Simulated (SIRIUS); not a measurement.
# ZrC (P1) in SIRIUS: convergence with pw cutoff

Aim: find how far pw cutoff must go before the results for ZrC settle, at LDA. This setting moves, with any that are tied to it; all else stays.

Everything below comes from runs of SIRIUS 7.12.0. Logs are shortened: lines on timing, memory, paths and dates and some standing lists are left out, and cuts for length are marked. The log counts tension as positive stress, the text compression.

**1. The cell of the first run**

The typed cell holds 2 atoms: a = 3.345 Å, b = 3.345 Å, c = 3.345 Å, α = 60.00°, β = 60.00°, γ = 60.00°.

The cell isn't the ideal one: atoms moved at random.

**2. With pw cutoff 12 1/bohr**

sirius.json

```json
{
  "control": {
    "processing_unit": "cpu",
    "std_evp_solver_name": "lapack",
    "gen_evp_solver_name": "lapack",
    "verbosity": 2,
    "print_forces": true,
    "ortho_rf": true,
    "use_second_variation": true,
    "rmt_max": 3.0,
    "num_bands_to_print": 17,
    "save_wf": true
  },
  "parameters": {
    "electronic_structure_method": "full_potential_lapwlo",
    "xc_functionals": ["XC_LDA_X", "XC_LDA_C_PW"],
    "core_relativity": "dirac",
    "valence_relativity": "iora",
    "num_fv_states": 17,
    "smearing": "fermi_dirac",
    "smearing_width": 0.0018374661,
    "pw_cutoff": 12,
    "gk_cutoff": 4.25,
    "lmax_apw": 12,
    "lmax_rho": 8,
    "lmax_pot": 8,
    "num_mag_dims": 0,
    "auto_rmt": 0,
    "ngridk": [7, 7, 7],
    "shiftk": [0, 0, 0],
    "num_dft_iter": 80,
    "energy_tol": 1e-07,
    "density_tol": 1e-05,
    "use_symmetry": true
  },
  "settings": {"tol_ne": 1e-10},
  "iterative_solver": {"type": "exact"},
  "mixer": {"type": "anderson", "beta": 0.5, "max_history": 8},
  "unit_cell": {
    "lattice_vectors": [[0.0, 4.4692022847, 4.4692022847], [4.4692022847, 0.0, 4.4692022847], [4.4692022847, 4.4692022847, 0.0]],
    "atom_types": ["C", "Zr"],
    "atom_files": {"C": "C.json", "Zr": "Zr.json"},
    "atoms": {"C": [[-0.010939, -0.004722, 0.021578]], "Zr": [[0.490141, 0.495912, 0.506416]]}
  }
}
```

C.json

```json
{
  "name": "carbon",
  "symbol": "C",
  "number": 6,
  "mass": 12.0107,
  "rmin": 1e-06,
  "rmt": 1.6,
  "nrmt": 800,
  "rinf": 14.98,
  "core": "1s",
  "valence": [
    {"basis": [{"enu": 0.16, "dme": 0, "n": 0, "auto": 0}, {"enu": 0.16, "dme": 1, "n": 0, "auto": 0}]},
    {"l": 0, "n": 1, "basis": [{"enu": 0.159, "dme": 0, "n": 0, "auto": 0}]},
    {"l": 1, "n": 2, "basis": [{"enu": 0.26, "dme": 0, "n": 0, "auto": 0}]},
    {"l": 2, "n": 3, "basis": [{"enu": 0.26, "dme": 0, "n": 0, "auto": 0}]},
    {"l": 3, "n": 4, "basis": [{"enu": 0.26, "dme": 0, "n": 0, "auto": 0}]}
  ],
  "lo": [
    {"l": 0, "basis": [{"enu": 0.159, "dme": 0, "n": 0, "auto": 0}, {"enu": 0.159, "dme": 1, "n": 0, "auto": 0}]},
    {"l": 0, "basis": [{"enu": 0.159, "dme": 1, "n": 0, "auto": 0}, {"enu": 0.159, "dme": 2, "n": 0, "auto": 0}]},
    {
      "l": 0,
      "basis": [{"enu": 0.159, "dme": 0, "n": 0, "auto": 0}, {"enu": 4.8465, "dme": 0, "n": 0, "auto": 0}]
    },
    {"l": 1, "basis": [{"enu": 0.26, "dme": 0, "n": 0, "auto": 0}, {"enu": 0.26, "dme": 1, "n": 0, "auto": 0}]},
    {"l": 1, "basis": [{"enu": 0.26, "dme": 1, "n": 0, "auto": 0}, {"enu": 0.26, "dme": 2, "n": 0, "auto": 0}]},
    {"l": 1, "basis": [{"enu": 0.26, "dme": 0, "n": 0, "auto": 0}, {"enu": 5.6506, "dme": 0, "n": 0, "auto": 0}]},
    {"l": 2, "basis": [{"enu": 0.26, "dme": 0, "n": 0, "auto": 0}, {"enu": 0.26, "dme": 1, "n": 0, "auto": 0}]},
    {"l": 2, "basis": [{"enu": 0.26, "dme": 1, "n": 0, "auto": 0}, {"enu": 0.26, "dme": 2, "n": 0, "auto": 0}]},
    {"l": 2, "basis": [{"enu": 0.26, "dme": 0, "n": 0, "auto": 0}, {"enu": 6.3537, "dme": 0, "n": 0, "auto": 0}]},
    {"l": 3, "basis": [{"enu": 0.26, "dme": 0, "n": 0, "auto": 0}, {"enu": 0.26, "dme": 1, "n": 0, "auto": 0}]}
  ],
  "free_atom": [... radial grid and density of the free atom, the start of the SCF ...]
}
```

Zr.json

```json
{
  "name": "zirconium",
  "symbol": "Zr",
  "number": 40,
  "mass": 91.224,
  "rmin": 1e-06,
  "rmt": 2.54,
  "nrmt": 800,
  "rinf": 17.42,
  "core": "1s2s2p3s3p3d",
  "valence": [
    {"basis": [{"enu": 0.16, "dme": 0, "n": 0, "auto": 0}, {"enu": 0.16, "dme": 1, "n": 0, "auto": 0}]},
    {"l": 0, "n": 1, "basis": [{"enu": 0.26, "dme": 0, "n": 0, "auto": 0}]},
    {"l": 1, "n": 2, "basis": [{"enu": 0.26, "dme": 0, "n": 0, "auto": 0}]},
    {"l": 2, "n": 3, "basis": [{"enu": 0.26, "dme": 0, "n": 0, "auto": 0}]},
    {"l": 3, "n": 4, "basis": [{"enu": 0.26, "dme": 0, "n": 0, "auto": 0}]}
  ],
  "lo": [
    {"l": 0, "basis": [{"enu": 0.26, "dme": 0, "n": 0, "auto": 0}, {"enu": 0.26, "dme": 1, "n": 0, "auto": 0}]},
    {
      "l": 0,
      "basis": [{"enu": -1.6012, "dme": 0, "n": 4, "auto": 1}, {"enu": -1.6012, "dme": 1, "n": 4, "auto": 1}]
    },
    {
      "l": 0,
      "basis": [{"enu": -1.6012, "dme": 1, "n": 4, "auto": 1}, {"enu": 0.26, "dme": 0, "n": 0, "auto": 0}]
    },
    {"l": 0, "basis": [{"enu": 0.26, "dme": 0, "n": 0, "auto": 0}, {"enu": 2.74, "dme": 0, "n": 0, "auto": 0}]},
    {"l": 1, "basis": [{"enu": 0.26, "dme": 0, "n": 0, "auto": 0}, {"enu": 0.26, "dme": 1, "n": 0, "auto": 0}]},
    {
      "l": 1,
      "basis": [{"enu": -0.7959, "dme": 0, "n": 4, "auto": 1}, {"enu": -0.7959, "dme": 1, "n": 4, "auto": 1}]
    },
    {
      "l": 1,
      "basis": [{"enu": -0.7959, "dme": 1, "n": 4, "auto": 1}, {"enu": 0.26, "dme": 0, "n": 0, "auto": 0}]
    },
    {"l": 1, "basis": [{"enu": 0.26, "dme": 0, "n": 0, "auto": 0}, {"enu": 3.112, "dme": 0, "n": 0, "auto": 0}]},
    {"l": 2, "basis": [{"enu": 0.26, "dme": 0, "n": 0, "auto": 0}, {"enu": 0.26, "dme": 1, "n": 0, "auto": 0}]},
    {"l": 2, "basis": [{"enu": 0.26, "dme": 1, "n": 0, "auto": 0}, {"enu": 0.26, "dme": 2, "n": 0, "auto": 0}]},
    {"l": 2, "basis": [{"enu": 0.26, "dme": 0, "n": 0, "auto": 0}, {"enu": 2.678, "dme": 0, "n": 0, "auto": 0}]},
    {"l": 3, "basis": [{"enu": 0.26, "dme": 0, "n": 0, "auto": 0}, {"enu": 0.26, "dme": 1, "n": 0, "auto": 0}]},
    {"l": 3, "basis": [{"enu": 0.26, "dme": 0, "n": 0, "auto": 0}, {"enu": 2.957, "dme": 0, "n": 0, "auto": 0}]}
  ],
  "free_atom": [... radial grid and density of the free atom, the start of the SCF ...]
}
```

sirius_start.json

```json
{
  "control": {
    "processing_unit": "cpu",
    "std_evp_solver_name": "lapack",
    "gen_evp_solver_name": "lapack",
    "verbosity": 1,
    "print_forces": false,
    "ortho_rf": true,
    "use_second_variation": true,
    "rmt_max": 3.0,
    "num_bands_to_print": 17,
    "save_wf": false
  },
  "parameters": {
    "electronic_structure_method": "full_potential_lapwlo",
    "xc_functionals": ["XC_LDA_X", "XC_LDA_C_PW"],
    "core_relativity": "dirac",
    "valence_relativity": "iora",
    "num_fv_states": 17,
    "smearing": "fermi_dirac",
    "smearing_width": 0.0055123983,
    "pw_cutoff": 12,
    "gk_cutoff": 3.4,
    "lmax_apw": 12,
    "lmax_rho": 8,
    "lmax_pot": 8,
    "num_mag_dims": 0,
    "auto_rmt": 0,
    "ngridk": [3, 3, 3],
    "shiftk": [0, 0, 0],
    "num_dft_iter": 30,
    "energy_tol": 0.01,
    "density_tol": 0.05,
    "use_symmetry": true
  },
  "settings": {"tol_ne": 1e-10},
  "iterative_solver": {"type": "exact"},
  "mixer": {"type": "anderson", "beta": 0.5, "max_history": 8},
  "unit_cell": {
    "lattice_vectors": [[0.0, 4.4692022847, 4.4692022847], [4.4692022847, 0.0, 4.4692022847], [4.4692022847, 4.4692022847, 0.0]],
    "atom_types": ["C", "Zr"],
    "atom_files": {"C": "C.json", "Zr": "Zr.json"},
    "atoms": {"C": [[-0.010939, -0.004722, 0.021578]], "Zr": [[0.490141, 0.495912, 0.506416]]}
  }
}
```

Potentials or basis: all-electron FP-LAPW, apw+lo standard.

On the command line:

```console
$ OMP_NUM_THREADS=1 sirius.scf --input=sirius_start.json --output=start.json
$ OMP_NUM_THREADS=1 sirius.scf --input=sirius.json --output=output.json --task=1
```

It took 2.3 min on 1 thread of Arm Neoverse V2, shared host; peak memory 0.88 GiB.

Results:

| Item | Value |
| --- | --- |
| Free energy | -98864.1328 eV |
| Largest force | 0.275 eV/Å |
| Band gap on the k mesh | none (metal or under the smearing width) |
| All electrons inside the program's atomic spheres | Zr 37.93; C 4.63 (radii C 1.6, Zr 2.54 bohr) |

**3. With pw cutoff 14 1/bohr**

sirius.json, as its differences from that of step 2:

```diff
@@ -21,3 +21,3 @@
     "smearing_width": 0.0018374661,
-    "pw_cutoff": 12,
+    "pw_cutoff": 14,
     "gk_cutoff": 4.25,
```

C.json is that of step 2.

Zr.json is that of step 2.

sirius_start.json, as its differences from that of step 2:

```diff
@@ -21,3 +21,3 @@
     "smearing_width": 0.0055123983,
-    "pw_cutoff": 12,
+    "pw_cutoff": 14,
     "gk_cutoff": 3.4,
```

Potentials or basis: all-electron FP-LAPW, apw+lo standard.

On the command line:

```console
$ OMP_NUM_THREADS=1 sirius.scf --input=sirius_start.json --output=start.json
$ OMP_NUM_THREADS=1 sirius.scf --input=sirius.json --output=output.json --task=1
```

Wall time 2.3 min (1 thread of Arm Neoverse V2, shared host); peak memory 0.88 GiB.

Results:

- Free energy: -98864.1324 eV
- Largest force: 0.275 eV/Å
- Band gap on the k mesh: none (metal or under the smearing width)
- All electrons inside the program's atomic spheres: Zr 37.93; C 4.63 (radii C 1.6, Zr 2.54 bohr)

**4. With pw cutoff 16 1/bohr**

sirius.json, as its differences from that of step 3:

```diff
@@ -21,3 +21,3 @@
     "smearing_width": 0.0018374661,
-    "pw_cutoff": 14,
+    "pw_cutoff": 16,
     "gk_cutoff": 4.25,
```

C.json is that of step 3.

Zr.json is that of step 3.

sirius_start.json, as its differences from that of step 3:

```diff
@@ -21,3 +21,3 @@
     "smearing_width": 0.0055123983,
-    "pw_cutoff": 14,
+    "pw_cutoff": 16,
     "gk_cutoff": 3.4,
```

On the command line:

```console
$ OMP_NUM_THREADS=1 sirius.scf --input=sirius_start.json --output=start.json
$ OMP_NUM_THREADS=1 sirius.scf --input=sirius.json --output=output.json --task=1
```

Wall time 2.3 min (1 thread of Arm Neoverse V2, shared host); peak memory 0.9 GiB.

What came out:

| Property | Result |
| --- | --- |
| Free energy | -98864.1324 eV |
| Largest force | 0.275 eV/Å |
| Band gap on the k mesh | none (metal or under the smearing width) |
| All electrons inside the program's atomic spheres | Zr 37.93; C 4.63 (radii C 1.6, Zr 2.54 bohr) |

**5. With pw cutoff 19 1/bohr**

sirius.json, as its differences from that of step 4:

```diff
@@ -21,3 +21,3 @@
     "smearing_width": 0.0018374661,
-    "pw_cutoff": 16,
+    "pw_cutoff": 19,
     "gk_cutoff": 4.25,
```

C.json is that of step 4.

Zr.json is that of step 4.

sirius_start.json, as its differences from that of step 4:

```diff
@@ -21,3 +21,3 @@
     "smearing_width": 0.0055123983,
-    "pw_cutoff": 16,
+    "pw_cutoff": 19,
     "gk_cutoff": 3.4,
```

On the command line:

```console
$ OMP_NUM_THREADS=1 sirius.scf --input=sirius_start.json --output=start.json
$ OMP_NUM_THREADS=1 sirius.scf --input=sirius.json --output=output.json --task=1
```

Wall time 2.3 min (1 thread of Arm Neoverse V2, shared host); peak memory 0.92 GiB.

Results:

```
Free energy                                       : -98864.1324 eV
Largest force                                     : 0.275 eV/Å
Band gap on the k mesh                            : none (metal or under the smearing width)
All electrons inside the program's atomic spheres : Zr 37.93; C 4.63 (radii C 1.6, Zr 2.54 bohr)
```

**6. With pw cutoff 22 1/bohr**

sirius.json, as its differences from that of step 5:

```diff
@@ -21,3 +21,3 @@
     "smearing_width": 0.0018374661,
-    "pw_cutoff": 19,
+    "pw_cutoff": 22,
     "gk_cutoff": 4.25,
```

C.json is that of step 5.

Zr.json is that of step 5.

sirius_start.json, as its differences from that of step 5:

```diff
@@ -21,3 +21,3 @@
     "smearing_width": 0.0055123983,
-    "pw_cutoff": 19,
+    "pw_cutoff": 22,
     "gk_cutoff": 3.4,
```

Potentials or basis: all-electron FP-LAPW, apw+lo standard.

On the command line:

```console
$ OMP_NUM_THREADS=1 sirius.scf --input=sirius_start.json --output=start.json
$ OMP_NUM_THREADS=1 sirius.scf --input=sirius.json --output=output.json --task=1
```

Run time: 2.4 min. Hardware: 1 thread of Arm Neoverse V2, shared host; peak memory 0.96 GiB.

What came out:

```
Free energy                                       : -98864.1324 eV
Largest force                                     : 0.275 eV/Å
Band gap on the k mesh                            : none (metal or under the smearing width)
All electrons inside the program's atomic spheres : Zr 37.93; C 4.63 (radii C 1.6, Zr 2.54 bohr)
```

**7. With pw cutoff 26 1/bohr**

sirius.json, as its differences from that of step 6:

```diff
@@ -21,3 +21,3 @@
     "smearing_width": 0.0018374661,
-    "pw_cutoff": 22,
+    "pw_cutoff": 26,
     "gk_cutoff": 4.25,
```

C.json is that of step 6.

Zr.json is that of step 6.

sirius_start.json, as its differences from that of step 6:

```diff
@@ -21,3 +21,3 @@
     "smearing_width": 0.0055123983,
-    "pw_cutoff": 22,
+    "pw_cutoff": 26,
     "gk_cutoff": 3.4,
```

On the command line:

```console
$ OMP_NUM_THREADS=1 sirius.scf --input=sirius_start.json --output=start.json
$ OMP_NUM_THREADS=1 sirius.scf --input=sirius.json --output=output.json --task=1
```

Run time: 2.4 min. Hardware: 1 thread of Arm Neoverse V2, shared host; peak memory 1 GiB.

The run converged. Its results:

```
Free energy                                       : -98864.1324 eV
Largest force                                     : 0.275 eV/Å
Band gap on the k mesh                            : none (metal or under the smearing width)
All electrons inside the program's atomic spheres : Zr 37.93; C 4.63 (radii C 1.6, Zr 2.54 bohr)
```

**8. With pw cutoff 30 1/bohr**

sirius.json, as its differences from that of step 7:

```diff
@@ -21,3 +21,3 @@
     "smearing_width": 0.0018374661,
-    "pw_cutoff": 26,
+    "pw_cutoff": 30,
     "gk_cutoff": 4.25,
```

C.json is that of step 7.

Zr.json is that of step 7.

sirius_start.json, as its differences from that of step 7:

```diff
@@ -21,3 +21,3 @@
     "smearing_width": 0.0055123983,
-    "pw_cutoff": 26,
+    "pw_cutoff": 30,
     "gk_cutoff": 3.4,
```

Potentials or basis: all-electron FP-LAPW, apw+lo standard.

On the command line:

```console
$ OMP_NUM_THREADS=1 sirius.scf --input=sirius_start.json --output=start.json
$ OMP_NUM_THREADS=1 sirius.scf --input=sirius.json --output=output.json --task=1
```

Output:

```text
[info] SIRIUS version : 7.12.0
[info] number of MPI ranks           : 1
[info] MPI grid                      : 1 1
[info] maximum number of OMP threads : 1
[fft] FFT context for density and potential
[fft] =====================================
[fft]   plane wave cutoff                     : 30
[fft]   grid size                             : 64 64 64   total : 262144
[fft]   grid limits                           : -31 32   -31 32   -31 32
[fft]   number of G-vectors within the cutoff : 81451
[fft]   number of G-shells                    : 2060
[fft] FFT context for coarse grid
[fft] =====================================
[fft]   plane wave cutoff                     : 8.5
[fft]   grid size                             : 20 20 20   total : 8000
[fft]   grid limits                           : -9 10   -9 10   -9 10
[fft]   number of G-vectors within the cutoff : 1837
[fft]   number of G-shells                    : 72
[unit cell] lattice vectors
[unit cell]   a1 :       0.0000000000      4.4692022847      4.4692022847
[unit cell]   a2 :       4.4692022847      0.0000000000      4.4692022847
[unit cell]   a3 :       4.4692022847      4.4692022847      0.0000000000
[unit cell] reciprocal lattice vectors
[unit cell]   b1 :      -0.7029425954      0.7029425954      0.7029425954
[unit cell]   b2 :       0.7029425954     -0.7029425954      0.7029425954
[unit cell]   b3 :       0.7029425954      0.7029425954     -0.7029425954
[unit cell] unit cell volume :       178.53362865 [a.u.^3]
[unit cell] 1/sqrt(omega)    :         0.07484107
[unit cell] MT volume        :        85.79925785 (48.06%)
[unit cell] IT volume        :        92.73437080 (51.94%)
[unit cell] number of atom types : 2
[unit cell] type id : 0 symbol :  C mt_radius :   1.600000 num_atoms : 1
[unit cell] type id : 1 symbol : Zr mt_radius :   2.540000 num_atoms : 1
[... 522 lines left out ...]
[find] enuc                           :   -4397.71362459
[find] <rho|V^{XC}>                   :    -153.00161260
[find] <rho|E^{XC}>                   :    -115.47352907
[find] <mag|B^{XC}>                   :       0.00000000
[find] <rho|V^{H}>                    :   -5742.46450741
[find] smearing (-TS)                 :      -0.00011470
[find] SCF correction                 :      -0.00001726
[find] Total energy                   :   -3633.18973807 (Ha),   -7266.37947615 (Ry)
[find] Free energy (E-TS)             :   -3633.18985277 (Ha),   -7266.37970554 (Ry)
[find] band gap (eV)                  :       0.00000000
[find] Efermi                         :       0.36169123
[find] iteration : 6, RMS (target) : 1.0571e-06 (1.0000e-05) , energy difference (target) : -5.1396e-09 (1.0000e-07)
[find] converged after 7 SCF iterations!
Warning in function "check_num_electrons" at src/density/density.cpp:1179
wrong number of electrons
  obtained value : 46
  target value : 46
  difference : 2.9234e-05
  total core leakage : 2.73128e-05
    atom class : 0, core leakage : 2.28569e-05
    atom class : 1, core leakage : 4.45596e-06
[find] Charges and magnetic moments
[find] --------------------------------------------------------------------------------
[find] atom      charge    core leakage
[find] --------------------------------------------------------------------------------
[find]    0    4.630554    2.285689e-05
[find]    1   37.932408    4.455960e-06
[find] total core leakage    : 2.73128456e-05
[find] interstitial charge   : 3.437009
[find] total charge          : 45.999971
[find] Energy
[find] --------------------------------------------------------------------------------
[find] valence_eval_sum               :      -4.68068362
[find] core_eval_sum                  :   -2139.55574983
[find] kinetic energy                 :    3751.22968656
[find] enuc                           :   -4397.71362459
[find] <rho|V^{XC}>                   :    -153.00161260
[find] <rho|E^{XC}>                   :    -115.47352907
[find] <mag|B^{XC}>                   :       0.00000000
[find] <rho|V^{H}>                    :   -5742.46450741
[find] smearing (-TS)                 :      -0.00011470
[find] SCF correction                 :      -0.00001726
[find] Total energy                   :   -3633.18973807 (Ha),   -7266.37947615 (Ry)
[find] Free energy (E-TS)             :   -3633.18985277 (Ha),   -7266.37970554 (Ry)
[find] band gap (eV)                  :       0.00000000
[find] Efermi                         :       0.36169123
[ground_state]
[ground_state] ==== total Forces in Ha/bohr =====
[ground_state] atom:    0, force:      -0.0038271     -0.0037075      0.0004468
[ground_state] atom:    1, force:       0.0038237      0.0037042     -0.0004464
[ground_state] ==== contribution from density =====
[ground_state] atom:    0, force:      -0.0102859     -0.0099666      0.0012067
[ground_state] atom:    1, force:       0.0067263      0.0065283     -0.0008098
[ground_state] ==== contribution from Hartree potential =====
[ground_state] atom:    0, force:      -0.0016347     -0.0015845      0.0001925
[ground_state] atom:    1, force:       0.0030481      0.0029405     -0.0003324
[ground_state] ==== contribution from IBS =====
[ground_state] atom:    0, force:       0.0080935      0.0078436     -0.0009524
[ground_state] atom:    1, force:      -0.0059508     -0.0057646      0.0006957
```

Run time: 2.5 min. Hardware: 1 thread of Arm Neoverse V2, shared host; peak memory 1.1 GiB.

Results:

```
Free energy                                       : -98864.1324 eV
Largest force                                     : 0.275 eV/Å
Band gap on the k mesh                            : none (metal or under the smearing width)
All electrons inside the program's atomic spheres : Zr 37.93; C 4.63 (radii C 1.6, Zr 2.54 bohr)
```

**9. The series at a glance**

```tsv
pw cutoff	energy less the tightest run, at zero smearing (meV/atom)	SCF cycles	CPU time (s)	peak memory (GiB)
12 1/bohr	-0.19	7	140	0.88
14 1/bohr	-0.01	7	140	0.88
16 1/bohr	0.00	7	140	0.9
19 1/bohr	0.00	7	140	0.92
22 1/bohr	0.00	7	140	0.96
26 1/bohr	0.00	7	150	1
30 1/bohr	0.00	7	150	1.1
```

Against the tightest run, the energy stays within 1 meV/atom from 12 1/bohr on. The tightest run that finished is the yardstick and may itself not be fully converged.
